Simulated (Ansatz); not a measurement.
How the vibrations of TiAl change with volume

Level of theory: DFT PBE, scalar-relativistic, plane waves, PAW (Ansatz). Settings: 420 eV plane-wave cutoff, Γ-centred 14×14×10 mesh, Fermi-Dirac smearing of 0.15 eV. No spin polarisation. Phonons by linear response, acoustic sum rule imposed.

Relaxed structure:
```
Ti Al
1.0
     2.82487    0.00000    0.00000
     0.00000    2.82487    0.00000
     0.00000    0.00000    4.07798
Ti Al
1 1
Direct
  0.00000 0.00000 0.00000
  0.50000 0.50000 0.50000
```

In a metal, frequencies depend on the k mesh and the smearing, soft modes most.

Cells at 0.98 and 1.02 times the equilibrium volume were relaxed in shape and atoms; γ = −d ln ν / d ln V, modes matched by rank.

Problem. Give the optical frequencies at Γ (cm⁻¹) at the three volumes and the mode Grüneisen parameters.

Solution.
| 0.98 V | V | 1.02 V | γ | degeneracy |
| --- | --- | --- | --- | --- |
| 268 | 260 | 252 | 1.50 | 2 |
| 314 | 302 | 291 | 1.92 | 1 |

Problem. What pressures hold the two strained cells, and what bulk modulus follows?

Solution. 2.36 GPa at 0.98 V and -2.14 GPa at 1.02 V, so B = −dP/d ln V ≈ 112 GPa.

Cost: 6 runs of about 4.1 core-minutes in all, on AMD EPYC 7R43 (Zen 3) (shared hosts).